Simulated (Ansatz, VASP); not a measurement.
**One calculation of Al2Au, two programs**

INCAR

```
SYSTEM = Al2Au
PREC     = Accurate       ! precision mode
ENCUT    = 520            ! plane-wave cutoff, eV
EDIFF    = 1E-7           ! SCF threshold, eV
ISMEAR   = -1             ! smearing method
SIGMA    = 0.05           ! smearing width, eV
LREAL    = .False.        ! projectors in reciprocal space
LASPH    = .True.         ! aspherical terms in the spheres
NELM     = 80             ! most SCF steps
ALGO     = Normal         ! electronic algorithm
ISIF     = 2              ! what is computed and relaxed
LWAVE    = .False.        ! write WAVECAR
LCHARG   = .False.        ! write CHGCAR
GGA      = CA             ! functional
NBANDS   = 16             ! bands
```

Contents of KPOINTS:

```
regular mesh
0
Gamma
  6 6 6
  0 0 0
```

POSCAR

```
Al2Au
1.0
    0.0237700000      2.9189100000      2.9540300000
    2.9931400000      0.0263700000      2.9514400000
    3.0402300000      2.9634100000     -0.0207200000
Al Au
2 1
Direct
    0.2394500000      0.2171700000      0.2531200000
    0.7672477510      0.7386323847      0.7412816654
    0.9881300000      0.0023400000      0.0322100000
```

Input for Ansatz:

```yaml
crystal:
  lattice:
    - [0.02377, 2.91891, 2.95403]
    - [2.99314, 0.02637, 2.95144]
    - [3.04023, 2.96341, -0.02072]
  atoms:
    - { symbol: Al, position: [0.23945, 0.21717, 0.25312] }
    - { symbol: Al, position: [0.7672477510492888, 0.7386323846921902, 0.7412816654463564] }
    - { symbol: Au, position: [0.98813, 0.00234, 0.03221] }
basis:
  ecutwfc: 540.0
  xc_grid: 2
kpoints:
  mp_grid:
    grid: [6, 6, 6]
hamiltonian:
  xc: lda
scf:
  convergence:
    dr2_threshold: 1.0e-09
  occupations:
    method: fermi_dirac
    width: 0.05
output:
  forces: true
  stress: true
```

Alike in both runs: task single point; functional LDA; k mesh 6 × 6 × 6; occupations fermi-dirac, width 0.05 eV; no spin polarisation.

```csv
,VASP,Ansatz
version,VASP 6.6.1,Ansatz 0.2.0
potentials or method,"VASP PAW LDA potentials, release 64 (Al, Au)","plane waves, PAW"
plane-wave cutoff (eV),520,540
valence electrons in the cell,17,25
```

```csv
,VASP,Ansatz,Ansatz less VASP
pressure (GPa),4.2,4.0,-0.25
largest component of the traceless stress (GPa),2.50,2.47,-0.031
rms of the force components (eV/Å),0.929,0.919,-0.0103
```

Atom by atom the forces differ by 0.010 eV/Å (rms over components). The two sets of potentials don't hold the same shells in valence. Ansatz warned: «stress_scf_threshold_loose».

Caveats: forces of over 1 eV/Å show positions far from the minimum, so gaps and moduli don't describe the material at rest. Spin-orbit coupling is left out, which matters for the levels of Au.
